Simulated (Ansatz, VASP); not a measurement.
**MgO: VASP beside Ansatz**

```xyz
2
Lattice="0.0000 2.1351 2.1351 2.1351 0.0000 2.1351 2.1351 2.1351 0.0000" Properties=species:S:1:pos:R:3 pbc="T T T"
Mg    0.0000    0.0000    0.0000
O     1.9230    1.9230    1.8351
```

Alike in both runs: task single point; functional r2SCAN; k mesh 10 × 10 × 10; occupations gaussian, width 0.05 eV; no spin polarisation.

|  | VASP | Ansatz |
| --- | --- | --- |
| version | VASP 6.6.1 | Ansatz 0.2.0 |
| potentials or method | VASP PAW PBE potentials, release 64 (Mg, O) | scalar-relativistic, plane waves, PAW |
| plane-wave cutoff (eV) | 520 | 500 |
| valence electrons in the cell | 8 | 16 |

|  | VASP | Ansatz | Ansatz less VASP |
| --- | --- | --- | --- |
| gap on the k mesh at the Fermi level (eV) | 5.02 | 5.04 | +0.024 |
| least direct gap on the mesh (eV) | 5.02 | 5.04 | +0.024 |
| pressure (GPa) | 6.8 | 7.4 | +0.64 |
| largest component of the traceless stress (GPa) | 10.02 | 9.77 | -0.254 |
| rms of the force components (eV/Å) | 1.164 | 1.151 | -0.0131 |

Atom by atom the forces differ by 0.014 eV/Å (rms over components). The two sets of potentials don't hold the same shells in valence.

Caveats: the PAW data sets were made with another functional, which shifts forces and pressure a little (VASP).
